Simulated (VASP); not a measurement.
Set up this calculation in VASP 6.6.1, as the native input.

```
Task                   : relaxation of cell and atoms
Functional             : r2SCAN
Potentials or basis    : VASP PAW PBE potentials, release 64 (Ti_sv, C)
Cutoff                 : 600 eV
k mesh                 : 16 × 16 × 16
Occupations            : gaussian, width 0.1 eV
Spin                   : no spin polarisation
Further INCAR settings : ALGO = Normal; EDIFF = 1e-07; IBRION = 2; EDIFFG = -0.004; NSW = 80; ISIF = 3
```

The structure of TiC lies in POSCAR:

```
TiC
1.0
    0.0000000000      2.1593000000      2.1593000000
    2.1593000000      0.0000000000      2.1593000000
    2.1593000000      2.1593000000      0.0000000000
Ti C
1 1
Direct
    0.0000000000      0.0000000000      0.0000000000
    0.5000000000      0.5000000000      0.5000000000
```

These files were run (other wordings do the same):

INCAR

```
PREC     = Accurate       # precision mode
ENCUT    = 600            # plane-wave cutoff, eV
EDIFF    = 1E-7           # SCF threshold, eV
ISMEAR   = 0              # smearing method
SIGMA    = 0.1            # smearing width, eV
LREAL    = False          # projectors in reciprocal space
LASPH    = True           # aspherical terms in the spheres
NELM     = 60             # most SCF steps
ALGO     = Normal         # electronic algorithm
ISIF     = 3              # what is computed and relaxed
LWAVE    = False          # write WAVECAR
LCHARG   = False          # write CHGCAR
METAGGA  = R2SCAN         # meta-GGA
LMIXTAU  = True         
IBRION   = 2              # ionic algorithm
NSW      = 80             # ionic steps
EDIFFG   = -0.004         # ionic threshold
```

KPOINTS

```
Automatic mesh
0
Gamma
  16 16 16
```

Potentials or basis: VASP PAW PBE potentials, release 64 (Ti_sv, C).

Run with:

```bash
$ cat potpaw_PBE.64/Ti_sv/POTCAR potpaw_PBE.64/C/POTCAR > POTCAR
$ mpirun -np 1 vasp_std > vasp.out
```

Results of the run:

- Relaxed volume: 10.17 Å³/atom
- Relaxed cell: a = 3.064 Å, b = 3.064 Å, c = 3.064 Å, α = 60.00°, β = 60.00°, γ = 60.00°
- Space group after relaxing (to 0.05 Å): Fm-3m (No. 225)
- Energy gained by relaxing: 0.8 meV/atom
- Ionic steps: 3
- Pressure after relaxing: 0.0 GPa
- Band gap on the k mesh: none (metal or under the smearing width)

Caveat: the PAW data sets were made with another functional, which shifts forces and pressure a little.

It took 4 min on 1 thread of Intel(R) Xeon(R) 6975P-C (Granite Rapids), on a shared host, peak memory 0.17 GiB.
